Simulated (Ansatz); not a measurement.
# NaI (Fm-3m) in Ansatz: convergence with wavefunction cutoff

Aim: find how far wavefunction cutoff must go before the results for NaI settle, at PBE. This setting moves, with any that are tied to it; all else stays.

All numbers are computed with Ansatz 0.2.0; they aren't measurements. Logs are shortened: lines on timing, memory, paths and dates and some standing lists are left out, and cuts for length are marked.

### Step 1. The crystal as given

Symmetry: Fm-3m, No. 225, cubic system. The conventional cell has a = 6.473 Å, b = 6.473 Å, c = 6.473 Å, α = 90.00°, β = 90.00°, γ = 90.00°. I (site symmetry m-3m) has 6 Na at 3.24 Å as nearest neighbours. Around Na (site symmetry m-3m) lie 6 I at 3.24 Å.

### Step 2. With wavefunction cutoff 400 eV

input.yaml reads:

```yaml
crystal:
  lattice:
    - [0.0, 3.2364, 3.2364]
    - [3.2364, 0.0, 3.2364]
    - [3.2364, 3.2364, 0.0]
  atoms:
    - { symbol: I, position: [0.5, 0.5, 0.5] }
    - { symbol: Na, position: [0.0, 0.0, 0.0] }
hamiltonian:
  xc: pbe
  pseudopotentials: { kind: nc, accuracy: standard }
kpoints:
  mp_grid: { grid: [6, 6, 6] }
scf:
  occupations: { method: fermi_dirac, width: 0.05 }
output:
  forces: true
  stress: true
  eigenvalues: true
basis:
  ecutwfc: "400 eV"
```

Potentials or basis: PseudoDojo standard (PBE files).

The run is started by

```bash
> ansatz run input.yaml --threads 2 --pin off --max-ram 5632MiB --backend cpu --events-out ev --progress --plain --runs-dir out
```

It took 0.4 s on 2 threads of Intel Xeon Platinum 8375C at 2.90GHz (Ice Lake), shared host; peak memory 0.31 GiB.

What came out:

```yaml
Free_energy: -1559.9179 eV
Pressure: 0.8 GPa
Band_gap_on_the_k_mesh: 3.34 eV, direct
```

### Step 3. With wavefunction cutoff 500 eV

Edit input.yaml of step 2 so:

```diff
@@ -20,2 +20,2 @@
 basis:
-  ecutwfc: "400 eV"
+  ecutwfc: "500 eV"
```

Potentials or basis: PseudoDojo standard (PBE files).

The run is started by

```bash
> ansatz run input.yaml --threads 2 --pin off --max-ram 5632MiB --backend cpu --events-out ev --progress --plain --runs-dir out
```

It took 0.54 s on 2 threads of Intel Xeon Platinum 8375C at 2.90GHz (Ice Lake), shared host; peak memory 0.33 GiB.

What came out:

| Item | Value |
| --- | --- |
| Free energy | -1582.0529 eV |
| Pressure | 0.4 GPa |
| Band gap on the k mesh | 3.49 eV, direct |

### Step 4. With wavefunction cutoff 600 eV

Edit input.yaml of step 3 so:

```diff
@@ -20,2 +20,2 @@
 basis:
-  ecutwfc: "500 eV"
+  ecutwfc: "600 eV"
```

The run is started by

```bash
> ansatz run input.yaml --threads 2 --pin off --max-ram 5632MiB --backend cpu --events-out ev --progress --plain --runs-dir out
```

Run time: 0.64 s. Hardware: 2 threads of Intel Xeon Platinum 8375C at 2.90GHz (Ice Lake), shared host; peak memory 0.35 GiB.

Results:

```
Free energy            : -1592.3790 eV
Pressure               : 0.3 GPa
Band gap on the k mesh : 3.56 eV, direct
```

### Step 5. With wavefunction cutoff 700 eV

Edit input.yaml of step 4 so:

```diff
@@ -20,2 +20,2 @@
 basis:
-  ecutwfc: "600 eV"
+  ecutwfc: "700 eV"
```

The run is started by

```bash
> ansatz run input.yaml --threads 2 --pin off --max-ram 5632MiB --backend cpu --events-out ev --progress --plain --runs-dir out
```

It took 0.78 s on 2 threads of Intel Xeon Platinum 8375C at 2.90GHz (Ice Lake), shared host; peak memory 0.36 GiB.

What came out:

```yaml
Free_energy: -1596.6356 eV
Pressure: 0.3 GPa
Band_gap_on_the_k_mesh: 3.61 eV, direct
```

### Step 6. With wavefunction cutoff 850 eV

Edit input.yaml of step 5 so:

```diff
@@ -20,2 +20,2 @@
 basis:
-  ecutwfc: "700 eV"
+  ecutwfc: "850 eV"
```

Potentials or basis: PseudoDojo standard (PBE files).

The run is started by

```bash
> ansatz run input.yaml --threads 2 --pin off --max-ram 5632MiB --backend cpu --events-out ev --progress --plain --runs-dir out
```

It took 0.94 s on 2 threads of Intel Xeon Platinum 8375C at 2.90GHz (Ice Lake), shared host; peak memory 0.4 GiB.

The run converged. Its results:

* Free energy: -1598.3406 eV
* Pressure: 0.4 GPa
* Band gap on the k mesh: 3.63 eV, direct

### Step 7. With wavefunction cutoff 1000 eV

Edit input.yaml of step 6 so:

```diff
@@ -20,2 +20,2 @@
 basis:
-  ecutwfc: "850 eV"
+  ecutwfc: "1000 eV"
```

The run is started by

```bash
> ansatz run input.yaml --threads 2 --pin off --max-ram 5632MiB --backend cpu --events-out ev --progress --plain --runs-dir out
```

It took 1.1 s on 2 threads of Intel Xeon Platinum 8375C at 2.90GHz (Ice Lake), shared host; peak memory 0.43 GiB.

It converged, with:

| Property | Result |
| --- | --- |
| Free energy | -1598.5545 eV |
| Pressure | 0.4 GPa |
| Band gap on the k mesh | 3.64 eV, direct |

### Step 8. With wavefunction cutoff 1200 eV

Edit input.yaml of step 7 so:

```diff
@@ -20,2 +20,2 @@
 basis:
-  ecutwfc: "1000 eV"
+  ecutwfc: "1200 eV"
```

The run is started by

```bash
> ansatz run input.yaml --threads 2 --pin off --max-ram 5632MiB --backend cpu --events-out ev --progress --plain --runs-dir out
```

Run time: 1.6 s. Hardware: 2 threads of Intel Xeon Platinum 8375C at 2.90GHz (Ice Lake), shared host; peak memory 0.45 GiB.

It converged, with:

| Item | Value |
| --- | --- |
| Free energy | -1598.5655 eV |
| Pressure | 0.4 GPa |
| Band gap on the k mesh | 3.64 eV, direct |

### Step 9. With wavefunction cutoff 1400 eV

Edit input.yaml of step 8 so:

```diff
@@ -20,2 +20,2 @@
 basis:
-  ecutwfc: "1200 eV"
+  ecutwfc: "1400 eV"
```

Potentials or basis: PseudoDojo standard (PBE files).

The run is started by

```bash
> ansatz run input.yaml --threads 2 --pin off --max-ram 5632MiB --backend cpu --events-out ev --progress --plain --runs-dir out
```

Run time: 1.8 s. Hardware: 2 threads of Intel Xeon Platinum 8375C at 2.90GHz (Ice Lake), shared host; peak memory 0.54 GiB.

It converged, with:

```
Free energy            : -1598.5660 eV
Pressure               : 0.4 GPa
Band gap on the k mesh : 3.64 eV, direct
```

### Step 10. With wavefunction cutoff 1700 eV

Edit input.yaml of step 9 so:

```diff
@@ -20,2 +20,2 @@
 basis:
-  ecutwfc: "1400 eV"
+  ecutwfc: "1700 eV"
```

Potentials or basis: PseudoDojo standard (PBE files).

The run is started by

```bash
> ansatz run input.yaml --threads 2 --pin off --max-ram 5632MiB --backend cpu --events-out ev --progress --plain --runs-dir out
```

Output:

```text
Warning: RAYON_NUM_THREADS=2 ignored (pool sized by the plan → 2); use --threads N
Engine: ansatz 0.2.0, x86_64-unknown-linux-gnu
Pseudopotentials: kind: nc
Pseudopotential: I, nc, valence charge 7, recommended cutoff 952.398519 eV (normal), I.nc.azcp (PseudoDojo's, or run here from an input of PseudoDojo's; its table is named by hamiltonian.pseudopotentials.accuracy)
Pseudopotential: Na, nc, valence charge 9, recommended cutoff 1197.300995 eV (normal), Na.nc.azcp (PseudoDojo's, or run here from an input of PseudoDojo's; its table is named by hamiltonian.pseudopotentials.accuracy)
Functional definition: PBE
  parameter kappa = 0.804
  parameter beta = 0.06672455060314922
  exchange = pbe_x(kappa = kappa, mu = beta*pi^2/3)
  correlation = pbe_c(beta = beta)
Crystal: 2 atoms, lattice volume = 67.798 Å³
Basis set: ecut = 1700 eV, 10849 PW (Γ), exchange–correlation on 128×128×128 points (8 copies of the dense FFT grid, shifted against one another)
Bands: 12, of which v1, the nominal top of the filled ones, is band 8 counted from 1 (7 counted from 0)
Symmetry: 48 space group operations
Space group: Fm-3m (ITA 225), of the structure as read, at distance tolerance 4.1e-5 Å
k-points: 16 of 216
Non-local potential: I, projectors of the file, l = 0: 2, l = 1: 2, l = 2: 2, l = 3: 2
Non-local potential: Na, projectors of the file, l = 0: 2, l = 1: 2
Initial density: superposition of atomic densities (chi_scale 0.1, normalization cell, long waves kept (reshape's long-wave potential 0.00 eV rms))
Initial wavefunctions: pseudopotential atomic-orbital guess
Functional: x = pbe(κ = 0.804, μ = 0.2195149727645171), c = pbe(β = 0.06672455060314922)
SCF iter   1: F=—  HF=-1599.214671 eV  |F-HF|=—  |Δ(HF+E_count)|=         —  Δρ=5.26e-2  dr2=1.23e0  ethr=3.10e-3  ⟨swp⟩=5.1  Hψ=1236  notcnv=0
preconditioner: auto → none  [insulator: Δε(μ)=2.966 eV  Ē_g=10.105 eV  σ=0.050 eV  W_gap=1.00  n_scr=14 (ndim 8)  ℏωp=12.8 eV  f_vac=0.000  D(μ)=0.00/eV (n_scr^D=0)  ε∞_Penn≈2.6]
SCF iter   2: F=—  HF=-1598.584326 eV  |F-HF|=—  |Δ(HF+E_count)|=   6.30e-1  Δρ=1.01e-2  dr2=5.90e-2  ethr=3.10e-3  ⟨swp⟩=2.9  Hψ=566  notcnv=0
SCF iter   3: F=—  HF=-1598.565350 eV  |F-HF|=—  |Δ(HF+E_count)|=   1.90e-2  Δρ=4.90e-3  dr2=6.00e-3  ethr=3.69e-4  ⟨swp⟩=2.2  Hψ=372  notcnv=0
SCF iter   4: F=—  HF=-1598.566211 eV  |F-HF|=—  |Δ(HF+E_count)|=   8.62e-4  Δρ=4.58e-4  dr2=2.33e-4  ethr=3.75e-5  ⟨swp⟩=2.1  Hψ=308  notcnv=0
SCF iter   5: F=—  HF=-1598.566274 eV  |F-HF|=—  |Δ(HF+E_count)|=   6.24e-5  Δρ=1.16e-4  dr2=8.95e-6  ethr=1.46e-6  ⟨swp⟩=2.0  Hψ=256  notcnv=0
SCF iter   6: F=—  HF=-1598.566225 eV  |F-HF|=—  |Δ(HF+E_count)|=   4.84e-5  Δρ=1.61e-5  dr2=1.51e-7  ethr=5.60e-8  ⟨swp⟩=2.0  Hψ=256  notcnv=0
SCF iter   7: F=-1598.566225 eV  HF=-1598.566225 eV  |F-HF|=5.24e-10  |Δ(HF+E_count)|=   4.68e-8  Δρ=3.84e-6  dr2=4.29e-9  ethr=6.25e-10  ⟨swp⟩=7.0  Hψ=936  notcnv=0
SCF 1 converged in 7 iterations: F = -1598.566225 eV  dr2 = 4.29e-9
SCF converged after 7 iterations
Free energy (F): -1598.566225 eV
Harris-Foulkes:  -1598.566225 eV  (|F-HF|=5.24e-10)
Internal energy: -1598.566225 eV  (E = F + TS)
E sigma→0 (E₀):  -1598.566225 eV
Fermi energy:    3.674839 eV
--- Per-component energies (eV) ---
  E_band       = -234.095905
  E_kinetic    = 844.080545
  E_local      = -1563.343143  (includes V_loc(G=0)·N_el)
  E_nonlocal   = -350.731930
  E_hartree    = 583.452005
  E_xc         = -296.316962
  E_vxc        = -331.007190  (∫ρ·V_xc dr)
  E_ewald      = -815.706739
  E_smearing   = -0.000000  (= −TS)
  E_closure    = -0.000000  (closes the sum)
  Σ components = -1598.566225   (vs F -1598.566225, Δ=0.00e0)
--- Forces (eV/Å), atoms counted from 1 ---
  atom   1  I      0.00000000    -0.00000000     0.00000000
  atom   2  Na    -0.00000000     0.00000000    -0.00000000
  max |Σ_I F_I| component: 1.48e-30 eV/Å
--- Stress (GPa, compression-positive) ---
        0.414130       0.000000      -0.000000
       -0.000000       0.414130      -0.000000
        0.000000      -0.000000       0.414130
  P = ⅓ Tr σ = 0.4141 GPa (4.141 kbar)
--- Band table (eV; the first three rows and the last of 16) ---
  k-point 0: bands = ["-48.7326", "-20.6546", "-20.6546", "-20.6546", "-9.2149", "1.8039", "1.8039", "1.8039", "5.4398", "9.7696", "9.7696", "9.7696"]
  k-point 1: bands = ["-48.7326", "-20.6560", "-20.6547", "-20.6547", "-9.1414", "1.0714", "1.7292", "1.7292", "6.2514", "9.2728", "9.9576", "9.9576"]
  k-point 2: bands = ["-48.7326", "-20.6586", "-20.6549", "-20.6549", "-8.9856", "0.0440", "1.5895", "1.5895", "6.9058", "9.5294", "9.5294", "9.8062"]
  k-point 15: bands = ["-48.7325", "-20.6580", "-20.6569", "-20.6564", "-8.8193", "0.1366", "0.7008", "0.9180", "7.1650", "8.3195", "10.3840", "10.4434"]
```

It took 2.6 s on 2 threads of Intel Xeon Platinum 8375C at 2.90GHz (Ice Lake), shared host; peak memory 0.61 GiB.

Results:

```yaml
Free_energy: -1598.5662 eV
Pressure: 0.4 GPa
Band_gap_on_the_k_mesh: 3.64 eV, direct
```

### Step 11. Summary

| wavefunction cutoff | energy less the tightest run, at zero smearing (meV/atom) | pressure (GPa) | gap on the mesh (eV) | SCF cycles | CPU time (s) | peak memory (GiB) |
| --- | --- | --- | --- | --- | --- | --- |
| 400 eV | 19324.14 | 0.79 | 3.337 | 7 | 0.64 | 0.31 |
| 500 eV | 8256.67 | 0.36 | 3.490 | 7 | 0.91 | 0.33 |
| 600 eV | 3093.64 | 0.26 | 3.560 | 6 | 1.1 | 0.35 |
| 700 eV | 965.33 | 0.33 | 3.606 | 7 | 1.4 | 0.36 |
| 850 eV | 112.80 | 0.41 | 3.634 | 7 | 1.7 | 0.4 |
| 1000 eV | 5.87 | 0.42 | 3.636 | 7 | 2 | 0.43 |
| 1200 eV | 0.38 | 0.41 | 3.636 | 7 | 2.9 | 0.45 |
| 1400 eV | 0.13 | 0.41 | 3.636 | 7 | 3.4 | 0.54 |
| 1700 eV | 0.00 | 0.41 | 3.636 | 7 | 4.8 | 0.61 |

Against the tightest run, the energy stays within 1 meV/atom from 1200 eV on; the pressure stays within 0.1 GPa from 700 eV on; the gap on the mesh stays within 0.01 eV from 850 eV on. The tightest run that finished is the yardstick and may itself not be fully converged.

Caveats: spin-orbit coupling is left out, which moves the levels of the heavy elements.
